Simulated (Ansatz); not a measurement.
# Rh: equation of state

An exercise on one series of results from a longer session: the logs are not shown, and one member is left open.

Program: Ansatz 0.2.0. Level of theory: DFT PBE, scalar-relativistic. These are calculated values, not measurements.

### Starting point

It takes space group Fm-3m (No. 225, cubic). Conventional cell: a = 3.803 Å, b = 3.803 Å, c = 3.803 Å, α = 90.00°, β = 90.00°, γ = 90.00°. Rh (site symmetry m-3m) has 12 Rh at 2.69 Å as nearest neighbours.

Coordinates:

```cif
data_structure
_symmetry_space_group_name_H-M 'Fm-3m'
_symmetry_Int_Tables_number 225
_cell_length_a 3.8031
_cell_length_b 3.8031
_cell_length_c 3.8031
_cell_angle_alpha 90.000
_cell_angle_beta 90.000
_cell_angle_gamma 90.000
_cell_volume 55.01
loop_
_atom_site_label
_atom_site_type_symbol
_atom_site_symmetry_multiplicity
_atom_site_Wyckoff_symbol
_atom_site_fract_x
_atom_site_fract_y
_atom_site_fract_z
_atom_site_occupancy
Rh1 Rh 4 a 0.00000 0.00000 0.00000 1
```

The file gives the conventional cell by its symmetry; the runs use the cell typed in the input.

The cell comes from a crystallographic database entry that wasn't checked; take it as a given geometry, which may be far from equilibrium.

Set-up of the first run:

Contents of input.yaml:

```yaml
crystal:
  lattice:
    - [0.0, 1.8630621781, 1.8630621781]
    - [1.8630621781, 0.0, 1.8630621781]
    - [1.8630621781, 1.8630621781, 0.0]
  atoms:
    - { symbol: Rh, position: [0.0, 0.0, 0.0] }
kpoints:
  mp_grid: { grid: [16, 16, 16] }
scf:
  occupations: { method: fermi_dirac, width: 0.03 }
hamiltonian:
  xc: pbe
  pseudopotentials: { kind: all_electron, lapw: { basis_error: 0.00025 } }
output:
  forces: true
  stress: true
  eigenvalues: true
```

Steps of the session up to this table: Volume × 0.9405, LAPW; Volume × 0.9405, PAW; Volume × 0.9405, crystal datasets; Volume × 0.98, LAPW; Volume × 0.98, PAW; Volume × 1.02, LAPW; Volume × 1.02, PAW; Volume × 1.06, LAPW; Volume × 1.06, PAW; Volume × 1.06, crystal datasets.

One of the session's tables, all rows but one given; the rest of the session is left out.

| method | volume (Å³/atom) | pressure (GPa) |
| --- | --- | --- |
| LAPW | 12.933 | 26.25 |
| LAPW | 13.477 | ? |
| LAPW | 13.752 | 5.76 |
| LAPW | 14.027 | 0.35 |
| LAPW | 14.577 | -8.67 |
| PAW | 12.933 | 26.30 |
| PAW | 13.477 | 11.89 |
| PAW | 13.752 | 5.79 |
| PAW | 14.027 | 0.39 |
| PAW | 14.577 | -8.63 |
| crystal datasets | 12.933 | 26.26 |
| crystal datasets | 13.752 | 5.76 |
| crystal datasets | 14.577 | -8.67 |

Estimate the missing values for LAPW, 13.477.

The run gave: pressure (GPa): 11.85. In the column «pressure (GPa)» it lies between PAW, 13.752 (5.79) and PAW, 13.477 (11.89).

Limits of these values: Warnings in the runs' records: gradients without spin orbit, crystal datasets made, band levels unverified.
